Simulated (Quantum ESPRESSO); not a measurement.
# AlNi: equation of state with LDA

Crystal: AlNi.

```
Ni Al
1.0
     2.88100    0.00000    0.00000
     0.00000    2.88100    0.00000
     0.00000    0.00000    2.88100
Ni Al
1 1
Direct
  0.50000 0.50000 0.50000
  0.00000 0.00000 0.00000
```

```json
{
  "Program": "Quantum ESPRESSO 7.5",
  "Task": "equation of state",
  "Functional": "LDA",
  "Potentials or basis": "PseudoDojo 0.4.1 SR LDA standard",
  "Cutoff": "1333 eV",
  "Density cutoff": "5333 eV",
  "k mesh": "9 × 9 × 9",
  "Occupations": "fermi-dirac, width 0.05 eV",
  "Spin": "collinear spin, ferromagnetic start",
  "Starting moments": "[1.0, 0.0] μB"
}
```

```
Equilibrium volume                      : 11.32 Å³/atom
Bulk modulus                            : 186 GPa
Pressure derivative of the bulk modulus : 4.4
```

Energy against volume, from the lowest point:
```
volume (Å³/atom)  energy (meV/atom)
          11.239               0.00
          11.478               0.91
          11.717               7.25
          11.956              18.44
          12.196              33.97
          12.435              53.35
          12.674              76.19
```

All runs of the series together: 4.4 min on 1 thread of Intel(R) Xeon(R) CPU @ 2.60GHz (Ice Lake) (shared host).

LDA usually gives volumes a few per cent too small. Zero-point motion and thermal expansion aren't in these numbers.
